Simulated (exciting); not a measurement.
# SiC (Moissanite 3C) (F-43m) in exciting: notebook

The runs below take SiC (Moissanite 3C) through band structure, G0W0 quasiparticle levels, with PBEsol, PBE.

Everything below comes from runs of exciting (release sodium). Logs are shortened: lines on timing, memory, paths and dates and some standing lists are left out, and cuts for length are marked.

**Experimental background.**

“Insight into the structural, elastic and electronic properties of a new orthorhombic 6O-SiC polytype”, 2020, pmc:7200658 quotes, for a bulk crystal of SiC: band gap 2.4 eV (indirect).

The runs below are set against these values where they give the same quantity.

## (1) The crystal as given

It takes space group F-43m (No. 216, cubic). The conventional cell has a = 4.358 Å, b = 4.358 Å, c = 4.358 Å, α = 90.00°, β = 90.00°, γ = 90.00°. Si (site symmetry -43m) has 4 C at 1.89 Å as nearest neighbours. C (site symmetry -43m) is surrounded by 4 Si at 1.89 Å.

## (2) Band structure, PBEsol

input.xml reads:

```xml
<input>
  <title>SiC</title>
  <structure speciespath="./" tshift="false">
    <crystal scale="1">
      <basevect>0.000000000000 4.117713225560 4.117713225560</basevect>
      <basevect>4.117713225560 0.000000000000 4.117713225560</basevect>
      <basevect>4.117713225560 4.117713225560 0.000000000000</basevect>
    </crystal>
    <species speciesfile="Si.xml" rmt="1.96">
      <atom coord="0.000000000000 0.000000000000 0.000000000000"/>
    </species>
    <species speciesfile="C.xml" rmt="1.42">
      <atom coord="0.750000000000 0.750000000000 0.750000000000"/>
    </species>
  </structure>
  <groundstate do="fromscratch" ngridk="10 10 10" rgkmax="7.5" gmaxvr="14" lmaxapw="10" lmaxmat="10" lmaxvr="8" xctype="GGA_PBE_SOL" stype="Fermi Dirac" swidth="0.00183747" nempty="10" ValenceRelativity="iora*" epsengy="1e-05" epspot="1e-05" maxscl="60" outputlevel="normal"/>
  <properties>
    <bandstructure>
      <plot1d>
        <path steps="80">
          <point coord="0 0 0" label="G"/>
          <point coord="0.5 0 0.5" label="X"/>
          <point coord="0.5 0.25 0.75" label="W"/>
          <point coord="0.375 0.375 0.75" label="K"/>
          <point coord="0 0 0" label="G"/>
          <point coord="0.5 0.5 0.5" label="L"/>
          <point coord="0.625 0.25 0.625" label="U"/>
          <point coord="0.5 0.25 0.75" label="W"/>
          <point coord="0.5 0.5 0.5" label="L"/>
          <point coord="0.375 0.375 0.75" label="K" breakafter="true"/>
          <point coord="0.625 0.25 0.625" label="U"/>
          <point coord="0.5 0 0.5" label="X"/>
        </path>
      </plot1d>
    </bandstructure>
    <chargedensityplot>
      <plot3d>
        <box grid="16 16 16">
          <origin coord="0 0 0"/>
          <point coord="1 0 0"/>
          <point coord="0 1 0"/>
          <point coord="0 0 1"/>
        </box>
      </plot3d>
    </chargedensityplot>
    <elfplot>
      <plot3d>
        <box grid="16 16 16">
          <origin coord="0 0 0"/>
          <point coord="1 0 0"/>
          <point coord="0 1 0"/>
          <point coord="0 0 1"/>
        </box>
      </plot3d>
    </elfplot>
    <exccplot>
      <plot3d>
        <box grid="16 16 16">
          <origin coord="0 0 0"/>
          <point coord="1 0 0"/>
          <point coord="0 1 0"/>
          <point coord="0 0 1"/>
        </box>
      </plot3d>
    </exccplot>
  </properties>
</input>
```

Potentials or basis: all-electron LAPW+lo, shipped species files, valence relativity iora*.

Command:

```sh
OMP_NUM_THREADS=1 exciting_smp
```

INFO.OUT:

```text
================================================================================
EXCITING SODIUM started
[... 10 lines left out ...]

 Lattice vectors (cartesian) :
      0.0000000000      4.1177132256      4.1177132256
      4.1177132256      0.0000000000      4.1177132256
      4.1177132256      4.1177132256      0.0000000000

 Reciprocal lattice vectors (cartesian) :
     -0.7629459560      0.7629459560      0.7629459560
      0.7629459560     -0.7629459560      0.7629459560
      0.7629459560      0.7629459560     -0.7629459560

 Unit cell volume                           :     139.6362855010
 Brillouin zone volume                      :       1.7764022622

 Species :    1 (Si)
     parameters loaded from                 :    Si.xml
     name                                   :    silicon
     nuclear charge                         :     -14.00000000
     electronic charge                      :      14.00000000
     atomic mass                            :   51196.73454000
     muffin-tin radius                      :       1.96000000
     # of radial points in muffin-tin       :     300

     atomic positions (lattice) :
       1 :   0.00000000  0.00000000  0.00000000

 Species :    2 (C)
     parameters loaded from                 :    C.xml
     name                                   :    carbon
     nuclear charge                         :      -6.00000000
     electronic charge                      :       6.00000000
     atomic mass                            :   21894.16673000
     muffin-tin radius                      :       1.42000000
     # of radial points in muffin-tin       :     250

     atomic positions (lattice) :
       1 :   0.75000000  0.75000000  0.75000000

 Total number of atoms per unit cell        :       2

 Spin treatment                             :    spin-unpolarised

 Number of Bravais lattice symmetries       :      48
 Number of crystal symmetries               :      24

 k-point grid                               :      10   10   10
 Total number of k-points                   :      73
 k-point set is reduced with crystal symmetries

 R^MT_min * |G+k|_max (rgkmax)              :       7.50000000
 Species with R^MT_min                      :       2 (C)
 Maximum |G+k| for APW functions            :       5.28169014
 Maximum |G| for potential and density      :      14.00000000

 G-vector grid sizes                        :      27    27    27
 Total number of G-vectors                  :    6423

 Maximum angular momentum used for
     APW functions                          :      10
     computing H and O matrix elements      :      10
     potential and density                  :       8
     inner part of muffin-tin               :       2

 Total nuclear charge                       :     -20.00000000
 Total electronic charge                    :      20.00000000
 Total core charge                          :      12.00000000
 Total valence charge                       :       8.00000000

 Number of empty states                     :      10
 Total number of valence states             :      15

 Maximum Hamiltonian size                   :     368
 Maximum number of plane-waves              :     360
 Total number of local-orbitals             :       8

 Exchange-correlation type                  :      22
     PBEsol, Phys. Rev. Lett. 100, 136406 (2008)
     Generalised gradient approximation (GGA)

 Smearing scheme                            :    Fermi-Dirac
 Smearing width                             :       0.00183747

 Using multisecant Broyden potential mixing
[... 16 lines left out ...]
+ SCF iteration number :    1                                                  +
++++++++++++++++++++++++++++++++++++++++++++++++++++++++++++++++++++++++++++++++
 Total energy                               :      -328.18720692
 _______________________________________________________________
 Fermi energy                               :         0.28686696
 Kinetic energy                             :       327.68966421
 Coulomb energy                             :      -630.08440977
 Exchange energy                            :       -24.91375944
 Correlation energy                         :        -0.87870192

 DOS at Fermi energy (states/Ha/cell)       :         0.00000000

 Electron charges :
     core                                   :        12.00000000
     core leakage                           :         0.00494122
     valence                                :         8.00000000
     interstitial                           :         3.68296570
     charge in muffin-tin spheres :
                  atom     1    Si          :        11.57141858
                  atom     2     C          :         4.74561572
     total charge in muffin-tins            :        16.31703430
     total charge                           :        20.00000000

 Estimated fundamental gap                  :         0.13132310
        valence-band maximum at    1      0.0000  0.0000  0.0000
     conduction-band minimum at   41      0.5000  0.5000  0.0000

++++++++++++++++++++++++++++++++++++++++++++++++++++++++++++++++++++++++++++++++
+ SCF iteration number :    2                                                  +
++++++++++++++++++++++++++++++++++++++++++++++++++++++++++++++++++++++++++++++++
 Total energy                               :      -327.90168176
 _______________________________________________________________
 Fermi energy                               :         0.30878895
 Kinetic energy                             :       327.85522368
 Coulomb energy                             :      -630.04158564
 Exchange energy                            :       -24.83226697
 Correlation energy                         :        -0.88305283

 DOS at Fermi energy (states/Ha/cell)       :         0.00000000

 Electron charges :
     core                                   :        12.00000000
     core leakage                           :         0.00480910
     valence                                :         8.00000000
     interstitial                           :         3.80857574
     charge in muffin-tin spheres :
                  atom     1    Si          :        11.72674039
                  atom     2     C          :         4.46468388
     total charge in muffin-tins            :        16.19142426
     total charge                           :        20.00000000

 Estimated fundamental gap                  :         0.08400010
        valence-band maximum at    1      0.0000  0.0000  0.0000
     conduction-band minimum at   41      0.5000  0.5000  0.0000

 RMS change in effective potential (target) :   9.77922      ( 0.100000E-04)
 Absolute change in total energy   (target) :  0.285525      ( 0.100000E-04)
 Charge distance                   (target) :  0.328951E-01  ( 0.100000E-04)

++++++++++++++++++++++++++++++++++++++++++++++++++++++++++++++++++++++++++++++++
+ SCF iteration number :    3                                                  +
++++++++++++++++++++++++++++++++++++++++++++++++++++++++++++++++++++++++++++++++
 Total energy                               :      -327.73478748
 _______________________________________________________________
 Fermi energy                               :         0.31837301
 Kinetic energy                             :       327.92810620
 Coulomb energy                             :      -629.98092124
 Exchange energy                            :       -24.79681362
 Correlation energy                         :        -0.88515882
[... 351 lines left out ...]
 Electron charges :
     core                                   :        12.00000000
     core leakage                           :         0.00477459
     valence                                :         8.00000000
     interstitial                           :         3.91077991
     charge in muffin-tin spheres :
                  atom     1    Si          :        11.81778854
                  atom     2     C          :         4.27143155
     total charge in muffin-tins            :        16.08922009
     total charge                           :        20.00000000

 Estimated fundamental gap                  :         0.04575203
        valence-band maximum at    1      0.0000  0.0000  0.0000
     conduction-band minimum at   41      0.5000  0.5000  0.0000

 RMS change in effective potential (target) :  0.227441E-05  ( 0.100000E-04)
 Absolute change in total energy   (target) :  0.102272E-05  ( 0.100000E-04)
 Charge distance                   (target) :  0.162382E-07  ( 0.100000E-04)

++++++++++++++++++++++++++++++++++++++++++++++++++++++++++++++++++++++++++++++++
+ SCF iteration number :   15                                                  +
++++++++++++++++++++++++++++++++++++++++++++++++++++++++++++++++++++++++++++++++
 Total energy                               :      -327.47722581
 _______________________________________________________________
 Fermi energy                               :         0.32393771
 Kinetic energy                             :       328.03087669
 Coulomb energy                             :      -629.85224211
 Exchange energy                            :       -24.76919728
 Correlation energy                         :        -0.88666310

 DOS at Fermi energy (states/Ha/cell)       :         0.00003769

 Electron charges :
     core                                   :        12.00000000
     core leakage                           :         0.00477459
     valence                                :         8.00000000
     interstitial                           :         3.91077986
     charge in muffin-tin spheres :
                  atom     1    Si          :        11.81778837
                  atom     2     C          :         4.27143177
     total charge in muffin-tins            :        16.08922014
     total charge                           :        20.00000000

 Estimated fundamental gap                  :         0.04575206
        valence-band maximum at    1      0.0000  0.0000  0.0000
     conduction-band minimum at   41      0.5000  0.5000  0.0000

 RMS change in effective potential (target) :  0.249585E-06  ( 0.100000E-04)
 Absolute change in total energy   (target) :  0.703666E-06  ( 0.100000E-04)
 Charge distance                   (target) :  0.286975E-07  ( 0.100000E-04)

++++++++++++++++++++++++++++++++++++++++++++++++++++++++++++++++++++++++++++++++
| Convergency criteria checked for the last 2 iterations                       +
| Convergence targets achieved. Performing final SCF iteration                 +
++++++++++++++++++++++++++++++++++++++++++++++++++++++++++++++++++++++++++++++++
 Total energy                               :      -327.47722580
 _______________________________________________________________
 Fermi energy                               :         0.32393771
 Kinetic energy                             :       328.03087665
 Coulomb energy                             :      -629.85224208
 Exchange energy                            :       -24.76919727
 Correlation energy                         :        -0.88666310

 DOS at Fermi energy (states/Ha/cell)       :         0.00003769

 Electron charges :
     core                                   :        12.00000000
     core leakage                           :         0.00477459
     valence                                :         8.00000000
     interstitial                           :         3.91077986
     charge in muffin-tin spheres :
                  atom     1    Si          :        11.81778839
                  atom     2     C          :         4.27143174
     total charge in muffin-tins            :        16.08922014
     total charge                           :        20.00000000

 Estimated fundamental gap                  :         0.04575206
        valence-band maximum at    1      0.0000  0.0000  0.0000
     conduction-band minimum at   41      0.5000  0.5000  0.0000

++++++++++++++++++++++++++++++++++++++++++++++++++++++++++++++++++++++++++++++++
[... 9 lines left out ...]
| EXCITING SODIUM stopped                                                      =
================================================================================
```

Run time: 3.4 min. Hardware: 1 thread of Arm Neoverse V1, shared host; peak memory 0.12 GiB.

Results:

```yaml
Free_energy: -8911.1093 eV
Band_gap_on_the_k_mesh: 1.24 eV, indirect (least direct gap 4.46 eV)
Band_gap_along_the_path: 1.24 eV, indirect (least direct gap 4.45 eV)
All_electrons_inside_the_program's_atomic_spheres: Si 11.82; C 4.27 (radii Si 1.96, C 1.42 bohr)
```

Levels at the corners of the path, in eV from the valence-band top:
```tsv
point	band 1	band 2	band 3	band 4	band 5	band 6	band 7	band 8	band 9
Γ	-15.42	0.00	0.00	0.00	6.18	7.24	7.24	7.24	14.45
X	-10.36	-7.84	-3.21	-3.21	1.24	4.20	13.95	13.95	14.68
W	-10.12	-7.04	-5.05	-4.74	5.12	9.37	9.41	9.63	14.15
K	-10.35	-7.30	-5.61	-2.61	3.00	7.68	11.77	12.38	12.94
Γ	-15.42	0.00	0.00	0.00	6.18	7.24	7.24	7.24	14.45
L	-11.82	-8.60	-1.06	-1.06	5.37	7.14	7.14	9.92	16.01
U	-10.35	-7.30	-5.61	-2.61	3.00	7.68	11.77	12.38	12.94
W	-10.12	-7.04	-5.05	-4.74	5.12	9.37	9.41	9.63	14.15
L	-11.82	-8.60	-1.06	-1.06	5.37	7.14	7.14	9.92	16.01
K	-10.35	-7.30	-5.61	-2.61	3.00	7.68	11.77	12.38	12.94
U	-10.35	-7.30	-5.61	-2.61	3.00	7.68	11.77	12.38	12.94
X	-10.36	-7.84	-3.21	-3.21	1.24	4.20	13.95	13.95	14.68
```

(Continued in part 2 of 2.)
